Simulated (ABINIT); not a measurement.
# Al (Fm-3m) in ABINIT: settings compared

The runs below take Al through band structure, with SCAN, HLE16.

Program: ABINIT 10.8.3 (patched build). These are calculated values, not measurements. Logs are shortened: lines on timing, memory, paths and dates and some standing lists are left out, and cuts for length are marked. The log counts tension as positive stress, the text compression.

### 1 The structure

It takes space group Fm-3m (No. 225, cubic). Conventional cell: a = 4.050 Å, b = 4.050 Å, c = 4.050 Å, α = 90.00°, β = 90.00°, γ = 90.00°. Al (site symmetry m-3m) is surrounded by 12 Al at 2.86 Å.

### 2 Band structure, SCAN

Input file run.abi:

```
# Datasets: ground state, then fixed potential
ndtset 2

# Pseudopotentials
pp_dirpath "./"
pseudos "Al.GGA_PBE-JTH.xml"

# Structure
acell 5.4112434042 5.4112434042 5.4112434042
rprim
     0.0000000000     0.7071067812     0.7071067812
     0.7071067812     0.0000000000     0.7071067812
     0.7071067812     0.7071067812     0.0000000000
ntypat 1
znucl 13
natom 1
typat 1
xred
     0.0000000000     0.0000000000     0.0000000000

# Plane-wave basis
ecut 653.073270 eV
pawecutdg 46.0

# Exchange and correlation
ixc -263267
usekden 1
pawxcdev 0

# Bands and occupations
occopt 3
tsmear 0.05 eV

# SCF cycle
nstep 100

# Output
iomode 3
prtwf 0
prteig 0
prtebands 0
enunit 2
prtden1 1
prtkden1 1

# Dataset 1
kptopt1 1
ngkpt1 11 11 11
nshiftk1 1
shiftk1 0.0 0.0 0.0
nband1 6
tolvrs1 1.0e-7

# Dataset 2: bands along G-X-W-K-G-L-U-W-L-K
iscf2 -2
getden2 1
getkden2 1
nband2 10
nbdbuf2 2
tolwfr2 1.0e-12
kptopt2 -9
ndivsm2 8
prteig2 1
kptbounds2
     0.0000000000     0.0000000000     0.0000000000
     0.5000000000     0.0000000000     0.5000000000
     0.5000000000     0.2500000000     0.7500000000
     0.3750000000     0.3750000000     0.7500000000
     0.0000000000     0.0000000000     0.0000000000
     0.5000000000     0.5000000000     0.5000000000
     0.6250000000     0.2500000000     0.6250000000
     0.5000000000     0.2500000000     0.7500000000
     0.5000000000     0.5000000000     0.5000000000
     0.3750000000     0.3750000000     0.7500000000
```

Potentials or basis: JTH PAW PBE v2.0.

Launch:

```bash
abinit run.abi > log 2>&1
```

run.abo:

```text
.Version 10.8.3 of ABINIT
 DATASET    1 : space group Fm -3 m (#225); Bravais cF (face-center cubic)
================================================================================
 Values of the parameters that define the memory need for DATASET  1.
     intxc =       0    ionmov =       0      iscf =      17    lmnmax =       8
     lnmax =       4     mgfft =      24  mpssoang =       2    mqgrid =    3001
     natom =       1  nloc_mem =       2    nspden =       1   nspinor =       1
    nsppol =       1      nsym =      48    n1xccc =       1    ntypat =       1
    occopt =       3   xclevel =       2
       mpw =         641          nfft =       13824          nkpt =          56
 PAW method is used; the additional fine FFT grid is defined by:
   mgfftf=        36    nfftf =     46656
================================================================================
================================================================================

 DATASET    2 : space group Fm -3 m (#225); Bravais cF (face-center cubic)
================================================================================
 Values of the parameters that define the memory need for DATASET  2.
     intxc =       0    ionmov =       0      iscf =      -2    lmnmax =       8
     lnmax =       4     mgfft =      24  mpssoang =       2    mqgrid =    3001
     natom =       1  nloc_mem =       2    nspden =       1   nspinor =       1
    nsppol =       1      nsym =      48    n1xccc =       1    ntypat =       1
    occopt =       3   xclevel =       2
       mpw =         638          nfft =       13824          nkpt =         139
 PAW method is used; the additional fine FFT grid is defined by:
   mgfftf=        36    nfftf =     46656
================================================================================
================================================================================

--------------------------------------------------------------------------------
------------- Echo of variables that govern the present computation ------------
--------------------------------------------------------------------------------
 -outvars: echo values of preprocessed input variables --------
            acell      5.4112434042E+00  5.4112434042E+00  5.4112434042E+00 Bohr
              amu      2.69815390E+01
             ecut      2.40000000E+01 Hartree
           enunit           2
           getden1          0
           getden2          1
          getkden1          0
          getkden2          1
             iscf1         17
             iscf2         -2
                       outvar_i_n : Printing only first  50 k-points.
              ixc     -263267
           jdtset        1    2
                       outvar_i_n : Printing only first  50 k-points.
           kptopt1          1
           kptopt2         -9
         kptrlatt       11    0    0      0   11    0      0    0   11
          kptrlen1     5.95236774E+01
          kptrlen2     3.00000000E+01
            natom           1
            nband1          6
[... 1025 lines left out ...]
   1.02724    1.06410
 kpt#   4, nband= 10, wtk=  1.00000, kpt=  0.0652  0.0000  0.0652 (reduced coord)
  -0.09215    0.75386    0.75386    0.76632    0.83772    0.91187    0.91187    0.98886
   0.99192    1.06710
 kpt#   5, nband= 10, wtk=  1.00000, kpt=  0.0870  0.0000  0.0870 (reduced coord)
  -0.08764    0.73304    0.73304    0.74582    0.82790    0.93920    0.93920    0.95172
   1.01833    1.07128
 kpt#   6, nband= 10, wtk=  1.00000, kpt=  0.1087  0.0000  0.1087 (reduced coord)
  -0.08184    0.71296    0.71296    0.72500    0.81649    0.90939    0.96748    0.96748
[... 385 lines left out ...]
 kpt# 135, nband= 10, wtk=  1.00000, kpt=  0.4107  0.4107  0.6786 (reduced coord)
   0.20749    0.22136    0.40606    0.60073    0.66587    1.01394    1.02413    1.12455
   1.18501    1.27686
 kpt# 136, nband= 10, wtk=  1.00000, kpt=  0.4018  0.4018  0.6964 (reduced coord)
   0.22018    0.23361    0.37442    0.59148    0.65569    0.98981    1.05647    1.14455
   1.17694    1.31234
 kpt# 137, nband= 10, wtk=  1.00000, kpt=  0.3929  0.3929  0.7143 (reduced coord)
   0.23385    0.24623    0.34492    0.58337    0.64661    0.96434    1.08950    1.16461
   1.16977    1.33965
 kpt# 138, nband= 10, wtk=  1.00000, kpt=  0.3839  0.3839  0.7321 (reduced coord)
   0.24758    0.25800    0.31968    0.57640    0.63865    0.93882    1.12278    1.16381
   1.18281    1.36022
 kpt# 139, nband= 10, wtk=  1.00000, kpt=  0.3750  0.3750  0.7500 (reduced coord)
   0.25293    0.26962    0.30646    0.57055    0.63184    0.91375    1.15093    1.16423
   1.19815    1.37712
 Eigenvalues (   eV  ) for nkpt= 139  k points:
 kpt#   1, nband= 10, wtk=  1.00000, kpt=  0.0000  0.0000  0.0000 (reduced coord)
  -2.66536   21.91270   21.91270   21.91270   23.18249   23.18249   23.18249   25.53432
  28.89053   28.89053
 kpt#   2, nband= 10, wtk=  1.00000, kpt=  0.0217  0.0000  0.0217 (reduced coord)
  -2.64781   21.62556   21.62556   21.75766   23.13665   23.49560   23.49560   25.72423
  28.64062   28.90684
 kpt#   3, nband= 10, wtk=  1.00000, kpt=  0.0435  0.0000  0.0435 (reduced coord)
  -2.59516   21.08796   21.08796   21.36498   23.00365   24.11070   24.11070   26.22153
  27.95273   28.95572
 kpt#   4, nband= 10, wtk=  1.00000, kpt=  0.0652  0.0000  0.0652 (reduced coord)
  -2.50744   20.51355   20.51355   20.85257   22.79557   24.81327   24.81327   26.90829
  26.99141   29.03715
 kpt#   5, nband= 10, wtk=  1.00000, kpt=  0.0870  0.0000  0.0870 (reduced coord)
  -2.38472   19.94695   19.94695   20.29476   22.52825   25.55684   25.55684   25.89754
  27.71018   29.15098
 kpt#   6, nband= 10, wtk=  1.00000, kpt=  0.1087  0.0000  0.1087 (reduced coord)
  -2.22708   19.40052   19.40052   19.72836   22.21793   24.74566   26.32635   26.32635
[... 386 lines left out ...]
   5.64599    6.02339   11.04936   16.34660   18.11925   27.59065   27.86795   30.60065
  32.24565   34.74525
 kpt# 136, nband= 10, wtk=  1.00000, kpt=  0.4018  0.4018  0.6964 (reduced coord)
   5.99132    6.35680   10.18845   16.09508   17.84214   26.93408   28.74812   31.14487
  32.02620   35.71061
 kpt# 137, nband= 10, wtk=  1.00000, kpt=  0.3929  0.3929  0.7143 (reduced coord)
   6.36332    6.70016    9.38562   15.87441   17.59502   26.24109   29.64687   31.69063
  31.83104   36.45387
 kpt# 138, nband= 10, wtk=  1.00000, kpt=  0.3839  0.3839  0.7321 (reduced coord)
   6.73710    7.02048    8.69890   15.68454   17.37862   25.54658   30.55240   31.66894
  32.18598   37.01343
 kpt# 139, nband= 10, wtk=  1.00000, kpt=  0.3750  0.3750  0.7500 (reduced coord)
   6.88257    7.33675    8.33929   15.52544   17.19336   24.86452   31.31844   31.68018
  32.60344   37.47322

== END DATASET(S) ==============================================================
================================================================================

 -outvars: echo values of variables after computation  --------
            acell      5.4112434042E+00  5.4112434042E+00  5.4112434042E+00 Bohr
           etotal1    -5.0339215893E-01
            fcart1    -0.0000000000E+00 -0.0000000000E+00 -0.0000000000E+00
            rprim      0.0000000000E+00  7.0710678120E-01  7.0710678120E-01
                       7.0710678120E-01  0.0000000000E+00  7.0710678120E-01
                       7.0710678120E-01  7.0710678120E-01  0.0000000000E+00
           strten1     5.4090729601E-05  5.4090729601E-05  5.4090729601E-05
                       0.0000000000E+00  0.0000000000E+00  0.0000000000E+00
 Calculation completed.
```

It took 47 s on 1 thread of Arm Neoverse V2, shared host; peak memory 0.11 GiB.

Results:

```
Free energy                                           : -13.6980 eV
Pressure                                              : -1.6 GPa
Band gap on the k mesh                                : none (metal or under the smearing width)
Valence electrons inside the program's atomic spheres : Al 0.73 (radii [1.0074] Å)
```

Levels at the corners of the path, in eV from the Fermi level:
| point | band 1 | band 2 | band 3 | band 4 | band 5 | band 6 | band 7 |
| --- | --- | --- | --- | --- | --- | --- | --- |
| Γ | -11.44 | 13.14 | 13.14 | 13.14 | 14.41 | 14.41 | 14.41 |
| X | -2.96 | -1.72 | 5.51 | 5.75 | 5.75 | 9.18 | 26.36 |
| W | -0.82 | -0.82 | 0.03 | 1.15 | 16.31 | 16.31 | 16.66 |
| K | -1.89 | -1.44 | -0.44 | 6.75 | 8.42 | 16.09 | 22.54 |
| Γ | -11.44 | 13.14 | 13.14 | 13.14 | 14.41 | 14.41 | 14.41 |
| L | -4.79 | -4.44 | 11.64 | 11.64 | 11.96 | 11.96 | 15.25 |
| U | -1.89 | -1.44 | -0.44 | 6.75 | 8.42 | 16.09 | 22.54 |
| W | -0.82 | -0.82 | 0.03 | 1.15 | 16.31 | 16.31 | 16.66 |
| L | -4.79 | -4.44 | 11.64 | 11.64 | 11.96 | 11.96 | 15.25 |
| K | -1.89 | -1.44 | -0.44 | 6.75 | 8.42 | 16.09 | 22.54 |

Caveat: totals of a meta-GGA on PAW files have another zero than those of a GGA; the PAW data sets were made with another functional, which shifts forces and pressure a little.

### 3 Band structure, HLE16

Changes to run.abi since step 2:

```diff
@@ -8,7 +8,7 @@
 # Structure
-acell 5.4112434042 5.4112434042 5.4112434042
+acell 3*1.0 Angstrom
 rprim
-     0.0000000000     0.7071067812     0.7071067812
-     0.7071067812     0.0000000000     0.7071067812
-     0.7071067812     0.7071067812     0.0000000000
+     0.0000000000     2.0248050000     2.0248050000
+     2.0248050000     0.0000000000     2.0248050000
+     2.0248050000     2.0248050000     0.0000000000
 ntypat 1
@@ -21,9 +21,7 @@
 # Plane-wave basis
-ecut 653.073270 eV
-pawecutdg 46.0
+ecut 20.0
+pawecutdg 40.0
 
 # Exchange and correlation
-ixc -263267
-usekden 1
-pawxcdev 0
+ixc -545
 
@@ -41,5 +39,7 @@
 prtebands 0
-enunit 2
+enunit 1
 prtden1 1
-prtkden1 1
+prtvha1 1
+prtvclmb1 1
+prtpot1 1
 
@@ -51,3 +51,3 @@
 nband1 6
-tolvrs1 1.0e-7
+tolvrs1 1.0e-9
 
@@ -56,3 +56,2 @@
 getden2 1
-getkden2 1
 nband2 10
@@ -61,3 +60,3 @@
 kptopt2 -9
-ndivsm2 8
+ndivsm2 6
 prteig2 1
```

Potentials or basis: JTH PAW PBE v2.0.

Launch:

```bash
abinit run.abi > log 2>&1
```

run.abo:

```text
.Version 10.8.3 of ABINIT
 DATASET    1 : space group Fm -3 m (#225); Bravais cF (face-center cubic)
================================================================================
 Values of the parameters that define the memory need for DATASET  1.
     intxc =       0    ionmov =       0      iscf =       7    lmnmax =       8
     lnmax =       4     mgfft =      24  mpssoang =       2    mqgrid =    3001
     natom =       1  nloc_mem =       2    nspden =       1   nspinor =       1
    nsppol =       1      nsym =      48    n1xccc =       1    ntypat =       1
    occopt =       3   xclevel =       2
       mpw =         495          nfft =       13824          nkpt =          56
 PAW method is used; the additional fine FFT grid is defined by:
   mgfftf=        32    nfftf =     32768
================================================================================
================================================================================

 DATASET    2 : space group Fm -3 m (#225); Bravais cF (face-center cubic)
================================================================================
 Values of the parameters that define the memory need for DATASET  2.
     intxc =       0    ionmov =       0      iscf =      -2    lmnmax =       8
     lnmax =       4     mgfft =      24  mpssoang =       2    mqgrid =    3001
     natom =       1  nloc_mem =       2    nspden =       1   nspinor =       1
    nsppol =       1      nsym =      48    n1xccc =       1    ntypat =       1
    occopt =       3   xclevel =       2
       mpw =         513          nfft =       13824          nkpt =         103
 PAW method is used; the additional fine FFT grid is defined by:
   mgfftf=        32    nfftf =     32768
[... 858 lines left out ...]
  24.48781   26.20260
 kpt#   4, nband= 10, wtk=  1.00000, kpt=  0.0882  0.0000  0.0882 (reduced coord)
  -4.21857   17.32904   17.32904   17.72099   19.80867   22.84359   22.84359   23.05631
  25.06547   26.34741
 kpt#   5, nband= 10, wtk=  1.00000, kpt=  0.1176  0.0000  0.1176 (reduced coord)
  -4.00267   16.61340   16.61340   16.97577   19.40701   21.53066   23.86816   23.86816
  26.24656   26.54750
 kpt#   6, nband= 10, wtk=  1.00000, kpt=  0.1471  0.0000  0.1471 (reduced coord)
  -3.72552   15.94562   15.94562   16.25493   18.96494   19.98532   24.91795   24.91795
[... 278 lines left out ...]
   3.00129    3.44588   10.16618   14.29893   16.13469   23.71223   25.42392   27.20105
  29.67880   29.90072
 kpt# 100, nband= 10, wtk=  1.00000, kpt=  0.4125  0.4125  0.6750 (reduced coord)
   3.40962    3.84431    8.93293   13.89783   15.70859   24.86197   24.90813   27.59976
  29.34232   31.47523
 kpt# 101, nband= 10, wtk=  1.00000, kpt=  0.4000  0.4000  0.7000 (reduced coord)
   3.87653    4.28281    7.77967   13.55558   15.33548   24.01345   26.05319   28.34518
  29.04866   32.73748
 kpt# 102, nband= 10, wtk=  1.00000, kpt=  0.3875  0.3875  0.7250 (reduced coord)
   4.38370    4.71724    6.76977   13.27207   15.01847   23.06628   27.26212   28.81767
  29.07055   33.58685
 kpt# 103, nband= 10, wtk=  1.00000, kpt=  0.3750  0.3750  0.7500 (reduced coord)
   4.64573    5.12057    6.21588   13.04723   14.75935   22.13545   28.26124   28.86568
  29.66280   34.20523

== END DATASET(S) ==============================================================
================================================================================

 -outvars: echo values of variables after computation  --------
            acell      1.8897261259E+00  1.8897261259E+00  1.8897261259E+00 Bohr
           etotal1    -2.2546982886E+00
            fcart1    -0.0000000000E+00 -0.0000000000E+00 -0.0000000000E+00
            rprim      0.0000000000E+00  2.0248050000E+00  2.0248050000E+00
                       2.0248050000E+00  0.0000000000E+00  2.0248050000E+00
                       2.0248050000E+00  2.0248050000E+00  0.0000000000E+00
           strten1     8.9361682638E-04  8.9361682638E-04  8.9361682638E-04
                       0.0000000000E+00  0.0000000000E+00  0.0000000000E+00
 Calculation completed.
```

Run time: 12 s. Hardware: 1 thread of Arm Neoverse V2, shared host; peak memory 0.11 GiB.

What came out:

- Free energy: -61.3535 eV
- Pressure: -26.3 GPa
- Band gap on the k mesh: none (metal or under the smearing width)
- Valence electrons inside the program's atomic spheres: Al 0.72 (radii [1.0074] Å)

Levels at the corners of the path, in eV from the Fermi level:
| point | band 1 | band 2 | band 3 | band 4 | band 5 | band 6 | band 7 |
| --- | --- | --- | --- | --- | --- | --- | --- |
| Γ | -11.03 | 12.79 | 12.79 | 12.79 | 13.90 | 13.90 | 13.90 |
| X | -2.93 | -1.58 | 5.35 | 5.53 | 5.53 | 8.99 | 25.45 |
| W | -0.85 | -0.85 | 0.02 | 1.26 | 15.86 | 15.86 | 16.16 |
| K | -1.89 | -1.42 | -0.32 | 6.51 | 8.22 | 15.60 | 21.72 |
| Γ | -11.03 | 12.79 | 12.79 | 12.79 | 13.90 | 13.90 | 13.90 |
| L | -4.67 | -4.24 | 11.33 | 11.33 | 11.50 | 11.50 | 14.84 |
| U | -1.89 | -1.42 | -0.32 | 6.51 | 8.22 | 15.60 | 21.72 |
| W | -0.85 | -0.85 | 0.02 | 1.26 | 15.86 | 15.86 | 16.16 |
| L | -4.67 | -4.24 | 11.33 | 11.33 | 11.50 | 11.50 | 14.84 |
| K | -1.89 | -1.42 | -0.32 | 6.51 | 8.22 | 15.60 | 21.72 |

Caveat: the potentials were made for a functional far from this one; so large a pressure means that the cell lies far from this level's equilibrium, or that cutoff or potentials fall short; the potentials were made for another functional, which shifts forces and pressure.
